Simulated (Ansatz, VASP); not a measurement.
One calculation of BN, two programs

```
N B
1.0
     2.49824    0.00000    0.00000
    -1.24912    2.16354    0.00000
     0.00000    0.00000    6.63570
N B
2 2
Direct
  0.66667 0.33333 0.25000
  0.33333 0.66667 0.75000
  0.66667 0.33333 0.75000
  0.33333 0.66667 0.25000
```

Alike in both runs: task relaxation of cell and atoms; functional PBEsol; dispersion D3(BJ); k mesh 12 × 12 × 4; occupations fermi-dirac, width 0.1 eV; no spin polarisation.

|  | VASP | Ansatz |
| --- | --- | --- |
| version | VASP 6.6.1 | Ansatz 0.2.0 |
| potentials or method | VASP PAW PBE potentials, release 64 (N, B) | Ansatz PAW |
| plane-wave cutoff (eV) | 600 | 420 |
| valence electrons in the cell | 16 | 16 |

```csv
,VASP,Ansatz,Ansatz less VASP
"gap on the k mesh at the Fermi level, each at its own relaxed structure (eV)",4.07,4.10,+0.034
relaxed volume (Å³/atom),8.61,8.69,+0.075
relaxed cell length with the largest relative difference (Å),6.358,6.418,+0.0596
```

Caveats: the PAW data sets were made with another functional, which shifts forces and pressure a little (VASP); the plane-wave basis is chosen anew once the cell has moved, so the energies of steps on either side of that aren't comparable (Ansatz); the pressure holds a Pulay correction of +0.6 GPa for the finite cutoff (Ansatz); the PAW data sets come from PBE, with cores solved anew for the run's functional, which leaves a small shift of forces and pressure (Ansatz). A hybrid or GW would open this gap; PBEsol tends to underestimate it. A k mesh can miss the band edges.
